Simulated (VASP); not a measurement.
# PbO2 (Fm-3m) in VASP: a series of runs

The runs below take PbO2 through single point, with PBEsol.

Program: VASP 6.6.1. These are calculated values, not measurements. Logs are shortened: lines on timing, memory, paths and dates and some standing lists are left out, and cuts for length are marked.

### Step 1. The structure

It takes space group Fm-3m (No. 225, cubic). The conventional cell has a = 5.404 Å, b = 5.404 Å, c = 5.404 Å, α = 90.00°, β = 90.00°, γ = 90.00°. Pb (site symmetry m-3m) has 8 O at 2.34 Å as nearest neighbours. O (site symmetry -43m) has 4 Pb at 2.34 Å as nearest neighbours.

The cell comes from a database or a generator and needn't be the stable form of this composition.

### Step 2. Single point, PBEsol

INCAR

```
ADDGRID  = F            
ALGO     = Normal         # electronic algorithm
EDIFF    = 1E-5           # SCF threshold, eV
ENCUT    = 460            # plane-wave cutoff, eV
GGA      = PS             # functional
ISIF     = 2              # what is computed and relaxed
ISMEAR   = 0              # smearing method
LASPH    = T              # aspherical terms in the spheres
LCHARG   = F              # write CHGCAR
LREAL    = F              # projectors in reciprocal space
LWAVE    = F              # write WAVECAR
NELM     = 100            # most SCF steps
PREC     = Accurate       # precision mode
SIGMA    = 0.05           # smearing width, eV
```

KPOINTS

```
k-points
0
Gamma
  5 5 5
```

POSCAR

```
PbO2
1.0
    0.0000000000      2.7019920000      2.7019920000
    2.7019920000      0.0000000000      2.7019920000
    2.7019920000      2.7019920000      0.0000000000
Pb O
1 2
Direct
    0.0000000000      0.0000000000      0.0000000000
    0.7500000000      0.7500000000      0.7500000000
    0.2500000000      0.2500000000      0.2500000000
```

Potentials or basis: VASP PAW PBE potentials, release 64 (Pb, O).

Launch:

```sh
> cat potpaw_PBE.64/Pb/POTCAR potpaw_PBE.64/O/POTCAR > POTCAR
> mpirun -np 1 vasp_std > vasp.out
```

OUTCAR:

```text
EDIFF = 1E-5
   ENCUT = 460
   GGA = PS
   ISIF = 2
   ISMEAR = 0
   LASPH = T
   LREAL = F
   NELM = 100
   PREC = Accurate

 Found     10 irreducible k-points:

 Following reciprocal coordinates:
            Coordinates               Weight
  0.000000  0.000000  0.000000      1.000000
  0.200000  0.000000  0.000000      8.000000
  0.400000  0.000000  0.000000      8.000000
  0.200000  0.200000  0.000000      6.000000
  0.400000  0.200000  0.000000     24.000000
 -0.400000  0.200000  0.000000     24.000000
   k-points           NKPTS =     10   k-points in BZ     NKDIM =     10   number of bands    NBANDS=     12
   number of dos      NEDOS =    301   number of ions     NIONS =      3
   total plane-waves  NPLWV =  21952
   dimension x,y,z NGX =    28 NGY =   28 NGZ =   28
   dimension x,y,z NGXF=    56 NGYF=   56 NGZF=   56
   ions per type =               1   2
   NGX,Y,Z   is equivalent  to a cutoff of  12.18, 12.18, 12.18 a.u.
   NGXF,Y,Z  is equivalent  to a cutoff of  24.36, 24.36, 24.36 a.u.
 SYSTEM =  unknown system
   PREC   = accura    normal or accurate (medium, high low for compatibility)
   ISTART =      0    job   : 0-new  1-cont  2-samecut
   ICHARG =      2    charge: 1-file 2-atom 10-const
   ISPIN  =      1    spin polarized calculation?
   LNONCOLLINEAR =      F non collinear calculations
   LSORBIT =      F    spin-orbit coupling
   LASPH  =      T    aspherical Exc in radial PAW
   ENCUT  =  460.0 eV  33.81 Ry    5.81 a.u.   6.68  6.68  6.68*2*pi/ulx,y,z
   NELM   =    100;   NELMIN=  2; NELMDL= -5     # of ELM steps
   EDIFF  = 0.1E-04   stopping-criterion for ELM
   LREAL  =      F    real-space projection
   EDIFFG = 0.1E-03   stopping-criterion for IOM
   NSW    =      0    number of steps for IOM
   IBRION =     -1    ionic relax: 0-MD 1-quasi-New 2-CG
   NFREE  =      0    steps in history (QN), initial steepest desc. (CG)
   ISIF   =      2    stress and relaxation
   ISYM   =      2    0-nonsym 1-usesym 2-fastsym
   POTIM  = 0.5000    time-step for ionic-motion
   TEBEG  =    0.0;   TEEND  =   0.0 temperature during run
   PSTRESS=    0.0 pullay stress
   NELECT =      16.0000    total number of electrons
   NUPDOWN=      -1.0000    fix difference up-down
   EMIN   =  10.00;   EMAX   =-10.00  energy-range for DOS
   EFERMI =   0.00;   METHOD = LEGACY
   ISMEAR =     0;   SIGMA  =   0.05  broadening in eV -4-tet -1-fermi 0-gaus
   EFERMI_NEDOS =   21; number of points for ismear=-14 and -15
   IALGO  =     38    algorithm
   IMIX   =      4    mixing-type and parameters
     AMIX     =   0.40;   BMIX     =  1.00
     AMIX_MAG =   1.60;   BMIX_MAG =  1.00
  volume/ion in A,a.u.               =      13.15        88.75
  Fermi-wavevector in a.u.,A,eV,Ry     =   1.211772  2.289916 19.978664  1.468390
  Thomas-Fermi vector in A             =   2.347277
   LORBIT       =      0    0 simple, 1 ext, 2 COOP (PROOUT), +10 PAW based schemes
   GGA     = PS    functional components
   LHFCALC =     F    Hartree Fock is set to
   AEXX    =    0.0000 exact exchange contribution
   IVDW    =     0    specifies the selected vdW correction
   LEPSILON=     F    determine dielectric tensor
   LRPA    =     F    only Hartree local field effects (RPA)
 non-spin polarized calculation
 Gauss-broadening in eV      SIGMA  =   0.05
  energy-cutoff  :      460.00
  volume of cell :       39.45
 maximum number of plane-waves:       899
   NGX = 13   NGY = 13   NGZ = 13

 number of electron      15.9999996 magnetization

 Free energy of the ion-electron system (eV)
  ---------------------------------------------------
  ext. energy  EPLUGINS =         0.00000000
  ---------------------------------------------------
  free energy    TOTEN  =       -17.00190989 eV

  energy without entropy =      -17.00068339  energy(sigma->0) =      -17.00129664

 E-fermi :   3.6881     XC(G=0): -11.3095

 val. band max:        3.6265302436   @ k =  -0.4000   0.4000   0.2000
 cond. band min:       4.3564187288   @ k =   0.2000   0.2000   0.0000
 fundamental gap:      0.7298884853
 Fermi energy:         3.6880614236

 k-point     1 :       0.0000    0.0000    0.0000
  band No.  band energies     occupation
      1     -14.6701      2.00000
      2     -11.7720      2.00000
      3       0.9580      2.00000
      4       1.6986      2.00000
      5       1.6986      2.00000
      6       1.6986      2.00000
      7       2.5808      2.00000
      8       2.5808      2.00000
      9       2.5808      2.00000
     10      10.5825      0.00000
     11      10.5825      0.00000
     12      10.5825      0.00000

 k-point     2 :       0.2000    0.0000    0.0000
  band No.  band energies     occupation
      1     -14.3357      2.00000
      2     -11.8644      2.00000
      3      -1.0167      2.00000
      4       1.2078      2.00000
      5       1.4309      2.00000
      6       1.4309      2.00000
      7       2.4882      2.00000
      8       2.4882      2.00000
      9       4.5820      0.00000
     10      10.1544      0.00000
     11      11.3620      0.00000
     12      11.3620      0.00000

 k-point     3 :       0.4000    0.0000    0.0000
  band No.  band energies     occupation
      1     -13.4362      2.00000
      2     -12.4022      2.00000
      3      -2.6400      2.00000
      4       0.5642      2.00000
      5       1.0504      2.00000
      6       1.0504      2.00000
      7       2.3283      2.00000
      8       2.3283      2.00000
      9       6.1191      0.00000
     10      10.6182      0.00000
     11      12.8332      0.00000
     12      12.8332      0.00000

 k-point     4 :       0.2000    0.2000    0.0000
  band No.  band energies     occupation
      1     -14.2459      2.00000
      2     -11.8374      2.00000
      3      -1.5684      2.00000
      4       0.6044      2.00000
      5       0.6044      2.00000
      6       2.2861      2.00000
      7       3.0652      2.00000
      8       3.0652      2.00000
      9       4.3564      0.00000
     10       9.2947      0.00000
     11      12.0027      0.00000
     12      12.0027      0.00000

 k-point     5 :       0.4000    0.2000    0.0000
  band No.  band energies     occupation
      1     -13.5944      2.00000
      2     -12.1019      2.00000
      3      -3.1313      2.00000
      4       0.0263      2.00000
      5       0.1414      2.00000
      6       2.3964      2.00000
      7       2.7699      2.00000
      8       3.0973      2.00000
      9       5.6262      0.00000
     10       9.9506      0.00000
     11      12.8531      0.00000
     12      13.2649      0.00000

 k-point     6 :      -0.4000    0.2000    0.0000
  band No.  band energies     occupation
      1     -12.9054      2.00000
      2     -12.6766      2.00000
      3      -3.5935      2.00000
      4      -0.0259      2.00000
      5       0.4354      2.00000
      6       1.4325      2.00000
      7       2.7488      2.00000
      8       3.1672      2.00000
      9       6.1374      0.00000
     10      11.2298      0.00000
     11      12.6351      0.00000
     12      13.4804      0.00000

 [... further k-points ...]

------------------------ aborting loop because EDIFF is reached ----------------------------------------

  FORCE on cell =-STRESS in cart. coord.  units (eV):
  Direction    XX          YY          ZZ          XY          YZ          ZX
  --------------------------------------------------------------------------------------
  -------------------------------------------------------------------------------------
  Total       -1.8942330     -1.8942330     -1.8942330      0.0000000      0.0000000     -0.0000000
  in kB      -76.9239930    -76.9239930    -76.9239930      0.0000000      0.0000000     -0.0000000
  external PRESSURE =     -76.9239930 kB  Pullay stress =       0.0000000 kB

 VOLUME and BASIS-vectors are now :
 -----------------------------------------------------------------------------
  energy-cutoff  :      460.00
  volume of cell :       39.45
      direct lattice vectors                 reciprocal lattice vectors
     0.000000000  2.701992000  2.701992000    -0.185048660  0.185048660  0.185048660
     2.701992000  0.000000000  2.701992000     0.185048660 -0.185048660  0.185048660
     2.701992000  2.701992000  0.000000000     0.185048660  0.185048660 -0.185048660

 POSITION                                       TOTAL-FORCE (eV/Angst)
 -----------------------------------------------------------------------------------
      0.00000      0.00000      0.00000         0.000000      0.000000      0.000000
      4.05299      4.05299      4.05299         0.000000      0.000000      0.000000
      1.35100      1.35100      1.35100        -0.000000     -0.000000     -0.000000
 -----------------------------------------------------------------------------------
    total drift:                                0.000000      0.000000      0.000000

  FREE ENERGIE OF THE ION-ELECTRON SYSTEM (eV)
  ---------------------------------------------------
  free  energy   TOTEN  =       -17.0019098944 eV

  energy  without entropy=      -17.0006833864  energy(sigma->0) =      -17.00129664
```

It took 9.8 s on 1 thread of AMD EPYC 7R43 (Zen 3), shared host; peak memory 0.12 GiB.

The run converged, but some of its settings lie outside the range that counts as converged, so its numbers aren't taken as properties of the crystal.

What came out:

| Item | Value |
| --- | --- |
| Free energy | -17.0019 eV |
| Pressure | -7.7 GPa |
| Band gap on the k mesh | none (metal or under the smearing width) |

Caveat: the k mesh is coarse (spacing up to 0.40 Å⁻¹), so the values aren't converged; the cutoff is under 1.25 times the usual one of these potentials, so pressure, stress and relaxed cells hold a basis-set (Pulay) error; the PAW data sets were made with another functional, which shifts forces and pressure a little.

### Step 3. Single point, PBEsol

Edit INCAR of step 2 so:

```diff
@@ -2,3 +2,3 @@
 ALGO     = Normal         # electronic algorithm
-EDIFF    = 1E-5           # SCF threshold, eV
+EDIFF    = 1E-6           # SCF threshold, eV
 ENCUT    = 460            # plane-wave cutoff, eV
```

KPOINTS is that of step 2.

POSCAR is that of step 2.

Potentials or basis: VASP PAW PBE potentials, release 64 (Pb, O).

Launch:

```sh
> cat potpaw_PBE.64/Pb/POTCAR potpaw_PBE.64/O/POTCAR > POTCAR
> mpirun -np 1 vasp_std > vasp.out
```

Wall time 11 s (1 thread of AMD EPYC 7R43 (Zen 3), shared host); peak memory 0.12 GiB.

The run converged, but some of its settings lie outside the range that counts as converged, so its numbers aren't taken as properties of the crystal.

Results:

```
Free energy            : -17.0019 eV
Pressure               : -7.8 GPa
Band gap on the k mesh : none (metal or under the smearing width)
```

Caveat: the k mesh is coarse (spacing up to 0.40 Å⁻¹), so the values aren't converged; the cutoff is under 1.25 times the usual one of these potentials, so pressure, stress and relaxed cells hold a basis-set (Pulay) error; the PAW data sets were made with another functional, which shifts forces and pressure a little.

### Step 4. The reference run

An earlier run on the cell as given: functional PBE; potentials or basis VASP PAW PBE potentials, release 64 (Pb_d, O); cutoff 520 eV; k mesh 9 × 9 × 9; occupations fermi-dirac, width 0.05 eV; no spin polarisation.

* Pressure: 0.6 GPa
* Band gap on the k mesh: none (metal or under the smearing width)
